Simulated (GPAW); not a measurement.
# Au (Fm-3m) in GPAW: notebook

One crystal, Au, is run at these levels: revPBE+D3(BJ), PBE, M06-L; tasks: equation of state, band structure.

Everything below comes from runs of GPAW 26.7.0. Logs are shortened: lines on timing, memory, paths and dates and some standing lists are left out, and cuts for length are marked. The log counts tension as positive stress, the text compression.

**What was measured.**

“Exploring toroidal anvil profiles for larger sample volumes above 4 Mbar”, 2024, pmc:11102561 quotes, for a bulk crystal of Au: bulk modulus 167 GPa.

The results are compared with them further down.

### 1 Starting point

Symmetry: Fm-3m, No. 225, cubic system. Conventional cell: a = 4.070 Å, b = 4.070 Å, c = 4.070 Å, α = 90.00°, β = 90.00°, γ = 90.00°. Au (site symmetry m-3m) has 12 Au at 2.88 Å as nearest neighbours.

### 2 Equation of state, revPBE+D3(BJ)

run.py

```python
from ase.calculators.mixing import SumCalculator
from ase.eos import EquationOfState
from ase.io import Trajectory, read
from ase.units import GPa
from dftd3.ase import DFTD3
from gpaw import GPAW, PW

atoms = read('Au.xyz')

traj = Trajectory('eos.traj', 'w')
volumes, energies = [], []
for x in [0.94, 0.96, 0.98, 1.0, 1.02, 1.04, 1.06]:
    a = atoms.copy()
    a.set_cell(atoms.cell * x**(1 / 3), scale_atoms=True)
    calc = GPAW(mode=PW(600),
                xc='revPBE',
                kpts={'size': (11, 11, 11), 'gamma': True},
                occupations={'name': 'fermi-dirac', 'width': 0.05},
                nbands=14,
                convergence={'density': 1e-05, 'energy': 1e-05},
                maxiter=150,
                txt=f'eos-{x:.2f}.txt')
    a.calc = SumCalculator([calc, DFTD3(method='revpbe', damping='d3bj')])
    energies.append(a.get_potential_energy())
    volumes.append(a.get_volume())
    p = -a.get_stress()[:3].mean() / GPa
    calc.write(f'eos-{x:.2f}.gpw')
    traj.write(a)
    print(f'{x:.2f} {volumes[-1]:10.4f} A^3 {energies[-1]:14.6f} eV {p:9.3f} GPa', flush=True)

v0, e0, B = EquationOfState(volumes, energies, eos='birchmurnaghan').fit()
print(f'V0 = {v0:.4f} A^3, E0 = {e0:.6f} eV, B0 = {B / GPa:.2f} GPa')
```

Au.xyz

```xyz
1
Lattice="0.0000000000 2.0350000000 2.0350000000 2.0350000000 0.0000000000 2.0350000000 2.0350000000 2.0350000000 0.0000000000" Properties=species:S:1:pos:R:3 pbc="T T T"
Au     0.0000000000      0.0000000000      0.0000000000
```

Potentials or basis: the program's PAW data sets (release 1.2.1) made for this functional, pw.

Run with:

```bash
OMP_NUM_THREADS=1 python run.py
```

The program printed:

```text
__  _  _
 | _ |_)|_||  |
 |__||  | ||/\| - 26.7.0

Input parameters:
  mode=PW(ecut=600.0),
  convergence={'density': 1e-05, 'energy': 1e-05},
  kpts=MonkhorstPack(size=(11, 11, 11), gamma=True),
  maxiter=150,
  nbands=14,
  occupations=Occupations(name='fermi-dirac', width=0.05),
  xc=XC(name='revPBE')

Diagonalizing LCAO Hamiltonian
Converting LCAO to pw mode

       Au

Atoms  # Å, Bohr magnetons
|   | symbol |        x |        y |        z |    initial magnetic moments |
|---|--------|----------|----------|----------|-----------------------------|
| 0 |     Au | 0.000000 | 0.000000 | 0.000000 | ( 0.0000,  0.0000,  0.0000) |

Unit cell  # Å
| periodic |        x |        y |        z |  lengths |    angles |
|----------|----------|----------|----------|----------|-----------|
|      yes | 0.000000 | 1.993458 | 1.993458 | 2.819175 | 60.000000 |
|      yes | 1.993458 | 0.000000 | 1.993458 | 2.819175 | 60.000000 |
|      yes | 1.993458 | 1.993458 | 0.000000 | 2.819175 | 60.000000 |

Number of symmetries: 48
[... 51 lines left out ...]

BZ-sampling:
  Number of BZ points: 1331
  Number of IBZ points: 56

  Monkhorst-Pack size: [11, 11, 11]
  Monkhorst-Pack shift: [0, 0, 0]

K-points  # in reciprocal-cell coordinates
|     |                                coordinates |     weight |
|-----|--------------------------------------------|------------|
|   0 | (  0.00000000,   0.00000000,   0.00000000) | 0.00075131 |
|   1 | (  0.09090909,   0.09090909,   0.00000000) | 0.00450789 |
|   2 | (  0.09090909,   0.09090909,   0.09090909) | 0.00601052 |
|   3 | (  0.18181818,   0.09090909,   0.09090909) | 0.00901578 |
|   4 | (  0.18181818,   0.18181818,   0.00000000) | 0.00450789 |
|   5 | (  0.18181818,   0.18181818,   0.09090909) | 0.01803156 |
|   6 | (  0.18181818,   0.18181818,   0.18181818) | 0.00601052 |
|   7 | (  0.27272727,   0.18181818,   0.09090909) | 0.01803156 |
|   8 | (  0.27272727,   0.18181818,   0.18181818) | 0.01803156 |
|   9 | (  0.27272727,   0.27272727,   0.00000000) | 0.00450789 |
| ... |                                            |            |
|  55 | (  0.45454545,   0.45454545,   0.45454545) | 0.00601052 |

Plane wave coefficients: 538
Cutoff: 600.0 eV

Spin-components: 1 (collinear spins)
Bands:           14
Projectors:      6
Spin-degeneracy: 2
Datatype:        complex128

Parallelization:
  kpt:    1
  domain: 1
  band:   1

Density:
  Valence electrons: 11.0
  Components: 1
  Grid points: [16 16 16]
  Charge: 0.0  # |e|

Potential:
  Grid points: [16 16 16]

species:
  Au:
    name:    Gold
    Z:       79.0
    valence: 11
    core:    68
    charge:  0.0  # [|e|]
    compensation charges:
      type: gauss
      rc: 0.42  # [Å]
      lmax: 2
    cutoffs:
      filter: 2.33  # [Å]
      core: 2.81  # [Å]
    projectors
    | kind |    occ | energy [eV] | rcut [Å] |
    |------|--------|-------------|----------|
    |   6s |  1.000 |      -5.619 |    1.323 |
    |   6p |  0.000 |      -0.750 |    1.323 |
    |   5d | 10.000 |      -6.822 |    1.323 |
    |    s |        |      21.593 |    1.323 |
    |    p |        |      26.461 |    1.323 |
    |    d |        |      20.390 |    1.323 |

    Using partial waves for Au as LCAO basis

Reference energy: -516608.788256  # eV

eigensolver:
  PPCG
  Converge bands: occupied
  niter=2

density mixing:
  MSR1-Mixer
  Pratt-step length: 0.05
  Maximum mixing coefficient: 0.75
  Old densities: 10
  SVD Regularization: 0.005
  Good broyden scale: 1.0
  Trust region scale: 1.0
  Backstep threshold: 4.0
  History deletion threshold: 6.0
  Fourier metric: weight=20.0, sigma=0.015

occupation numbers:
  Fermi-Dirac:
    width: 0.0500  # eV

poisson solver:
  ecut: 4800.0  # eV

xc functional:
  name: revPBE with 2 nearest neighbor stencil

convergence criteria:
- Maximum integral of absolute [dens]ity change: 1e-05 electrons / valence electron
- Maximum [total energy] change in last 3 cyles: 1e-05 eV / valence electron
- Maximum integral of absolute [eigenst]ate change: 4e-08 eV^2 / valence electron
maximum number of iterations: 150

SCF iterations
|iter     | |      energy | eigst |  dens |
|---------|-|-------------|-------|-------|
|iter:   1| |   -2.732787 | -0.34 |       |
|iter:   2| |   -2.681554 | -2.78 | -1.11 |
|iter:   3| |   -2.473590 | -2.34 | -1.15 |
|iter:   4| |   -2.471198 | -4.15 | -2.07 |
|iter:   5| |   -2.470450 | -4.00 | -2.37 |
|iter:   6| |   -2.470444 | -6.81 | -3.69 |
|iter:   7| |   -2.470442c| -7.25 | -3.98 |
|iter:   8| |   -2.470442c| -8.94c| -5.25c|

Converged in 8 steps
Energy contributions relative to reference atoms: (reference = -516608.788256)

Energy contributions:
  Kinetic:           3.307586
  Coulomb:          -3.313721
  Zero:              0.164220
  External:          0.000000
  Xc:               -2.627306
  Entropy:          -0.002443
  Spinorbit:         0.000000
  ----------------------------
  Free energy:      -2.471664
  Extrapolated:     -2.470442

dipole moment: (-13.619312, -13.619312, -13.619312)  # |e|*Ang

Fermi level: 11.323
Eigenvalues  # (at kpt = [0.000, 0.000, 0.000])
| band index |      eig [eV] | occ [0-2] |
|------------|---------------|-----------|
|          0 |         0.722 |     2.000 |
|          1 |         6.220 |     2.000 |
|          2 |         6.220 |     2.000 |
|          3 |         6.220 |     2.000 |
|          4 |         7.928 |     2.000 |
|          5 |         7.928 |     2.000 |
|          6 |        27.039 |     0.000 |
|          7 |        31.323 |     0.000 |
|          8 |        31.323 |     0.000 |
|          9 |        31.323 |     0.000 |
|         10 |        35.434 |     0.000 |
|         11 |        40.599 |     0.000 |
|         12 |        40.599 |     0.000 |
|         13 |        40.599 |     0.000 |

No gap
No difference between direct/indirect transitions

Stress tensor  # eV/Ang^3
|         x |         y |         z |
|-----------|-----------|-----------|
| -0.198708 | -0.000000 |  0.000000 |
| -0.000000 | -0.198708 |  0.000000 |
|  0.000000 |  0.000000 | -0.198708 |

# Writing to eos-0.94.gpw (mode='')
```

Wall time 76 s (1 thread of Arm Neoverse V1, shared host); peak memory 0.19 GiB.

Results:

```yaml
Equilibrium_volume: 17.18 Å³/atom
Bulk_modulus: 169 GPa
Pressure_derivative_of_the_bulk_modulus: 6.0
```

Energy against volume, from the lowest point:
```tsv
volume (Å³/atom)	energy (meV/atom)
15.843	66.61
16.181	35.48
16.518	14.89
16.855	3.45
17.192	0.00
17.529	3.53
17.866	13.14
```

Caveat: with this Au data set, volumes or pressures lay over 1.5 % or 2 GPa off other programs in two to four cells of ten. The run has no spin-orbit coupling, so splittings on Au are missing.

### 3 Band structure, PBE

run.py

```python
from ase import Atoms
from ase.dft.bandgap import bandgap
from ase.io import write
from gpaw import GPAW

atoms = Atoms(['Au'],
              cell=[[0.0, 2.035, 2.035],
                    [2.035, 0.0, 2.035],
                    [2.035, 2.035, 0.0]],
              scaled_positions=[[0.0, 0.0, 0.0]],
              pbc=True)

calc = GPAW(mode='lcao',
            h=0.2,
            basis='sz(dzp)',
            xc='PBE',
            kpts={'size': (11, 11, 11), 'gamma': True},
            occupations={'name': 'fermi-dirac', 'width': 0.05},
            convergence={'density': 1e-05, 'energy': 1e-05},
            maxiter=150,
            txt='gpaw.txt')
atoms.calc = calc
energy = atoms.get_potential_energy()
forces = atoms.get_forces()
calc.write('gs.gpw')
write('result.traj', atoms)
print(f'Energy: {energy:.6f} eV')
print('Forces (eV/A):')
print(forces.round(4))
print('Fermi level:', round(calc.get_fermi_level(), 4), 'eV')
print(f'Gap: {bandgap(calc)[0]:.4f} eV, direct: {bandgap(calc, direct=True)[0]:.4f} eV')

path = atoms.cell.bandpath('GXWKGLUWLK,UX', npoints=60, eps=1e-4)
bs_calc = calc.fixed_density(kpts=path, symmetry='off', txt='bands.txt')
bs = bs_calc.band_structure()
bs.write('bs.json')
print(f'Gap on the path: {bandgap(bs_calc)[0]:.4f} eV')
```

Potentials or basis: GPAW PAW data sets (gpaw-data 1.2.1), lcao:sz(dzp).

Run with:

```bash
OMP_NUM_THREADS=1 python run.py
```

gpaw.txt:

```text
__  _  _
 | _ |_)|_||  |
 |__||  | ||/\| - 26.7.0

Input parameters:
  mode=LCAO(),
  basis={'default': 'sz(dzp)'},
  convergence={'density': 1e-05, 'energy': 1e-05},
  h=0.2,
  kpts=MonkhorstPack(size=(11, 11, 11), gamma=True),
  maxiter=150,
  occupations=Occupations(name='fermi-dirac', width=0.05),
  xc=XC(name='PBE')

       Au

Atoms  # Å, Bohr magnetons
|   | symbol |        x |        y |        z |    initial magnetic moments |
|---|--------|----------|----------|----------|-----------------------------|
| 0 |     Au | 0.000000 | 0.000000 | 0.000000 | ( 0.0000,  0.0000,  0.0000) |

Unit cell  # Å
| periodic |        x |        y |        z |  lengths |    angles |
|----------|----------|----------|----------|----------|-----------|
|      yes | 0.000000 | 2.035000 | 2.035000 | 2.877925 | 60.000000 |
|      yes | 2.035000 | 0.000000 | 2.035000 | 2.877925 | 60.000000 |
|      yes | 2.035000 | 2.035000 | 0.000000 | 2.877925 | 60.000000 |

Number of symmetries: 48
[... 51 lines left out ...]

BZ-sampling:
  Number of BZ points: 1331
  Number of IBZ points: 56

  Monkhorst-Pack size: [11, 11, 11]
  Monkhorst-Pack shift: [0, 0, 0]

K-points  # in reciprocal-cell coordinates
|     |                                coordinates |     weight |
|-----|--------------------------------------------|------------|
|   0 | (  0.00000000,   0.00000000,   0.00000000) | 0.00075131 |
|   1 | (  0.09090909,   0.09090909,   0.00000000) | 0.00450789 |
|   2 | (  0.09090909,   0.09090909,   0.09090909) | 0.00601052 |
|   3 | (  0.18181818,   0.09090909,   0.09090909) | 0.00901578 |
|   4 | (  0.18181818,   0.18181818,   0.00000000) | 0.00450789 |
|   5 | (  0.18181818,   0.18181818,   0.09090909) | 0.01803156 |
|   6 | (  0.18181818,   0.18181818,   0.18181818) | 0.00601052 |
|   7 | (  0.27272727,   0.18181818,   0.09090909) | 0.01803156 |
|   8 | (  0.27272727,   0.18181818,   0.18181818) | 0.01803156 |
[... 243 lines left out ...]
  Backstep threshold: 4.0
  History deletion threshold: 6.0
  Fourier metric: weight=20.0, sigma=0.015

occupation numbers:
  Fermi-Dirac:
    width: 0.0500  # eV

FastPoissonSolver using
    Stencil: 12*3+1=37 point O(h^6) finite-difference Laplacian
    FFT axes: [np.int64(0), np.int64(1), np.int64(2)]
    FST axes: []

xc functional:
  name: PBE with 2 nearest neighbor stencil
interpolation: tri-quintic # 5. degree polynomial

convergence criteria:
- Maximum integral of absolute [dens]ity change: 1e-05 electrons / valence electron
- Maximum [total energy] change in last 3 cyles: 1e-05 eV / valence electron
- Maximum integral of absolute [eigenst]ate change: 4e-08 eV^2 / valence electron
maximum number of iterations: 150

SCF iterations
|iter     | |      energy | eigst |  dens |
|---------|-|-------------|-------|-------|
|iter:   1| |   -1.385963 |      c|       |
|iter:   2| |   -1.382875 |      c| -2.17 |
|iter:   3| |   -1.357438 |      c| -2.19 |
|iter:   4| |   -1.355250 |      c| -2.72 |
|iter:   5| |   -1.355237 |      c| -3.77 |
|iter:   6| |   -1.355237c|      c| -5.28c|

Converged in 6 steps
Energy contributions relative to reference atoms: (reference = -516598.271109)

Energy contributions:
  Kinetic:          71.454964
  Coulomb:         -64.841325
  Zero:              0.065530
  External:          0.000000
  Xc:               -8.032887
  Entropy:          -0.003039
  Spinorbit:         0.000000
  ----------------------------
  Free energy:      -1.356757
  Extrapolated:     -1.355237

dipole moment: (-13.609341, -13.609341, -13.609341)  # |e|*Ang

Fermi level: 11.992
Eigenvalues  # (at kpt = [0.000, 0.000, 0.000])
| band index |      eig [eV] | occ [0-2] |
|------------|---------------|-----------|
|          0 |         0.327 |     2.000 |
|          1 |         6.460 |     2.000 |
|          2 |         6.460 |     2.000 |
|          3 |         6.460 |     2.000 |
|          4 |         8.133 |     2.000 |
|          5 |         8.133 |     2.000 |

No gap
No difference between direct/indirect transitions

Forces  # eV/Ang
|        x |       y |        z |
|----------|---------|----------|
| -0.00000 | 0.00000 | -0.00000 |  # Au   0

# Writing to gs.gpw (mode='')
```

Wall time 9.2 s (1 thread of Arm Neoverse V1, shared host); peak memory 0.13 GiB.

These settings aren't checked as converged: the numbers below hold their error.

Results:

```yaml
Free_energy: -1.3568 eV
Band_gap_along_the_path: none (metal or under the smearing width)
```

Caveat: the real-space grid adds noise to forces; spin-orbit coupling is left out, which moves the levels of the heavy elements; the basis of atomic orbitals isn't converged, which shifts pressures, moduli and gaps.

[end of part 1 of 2]
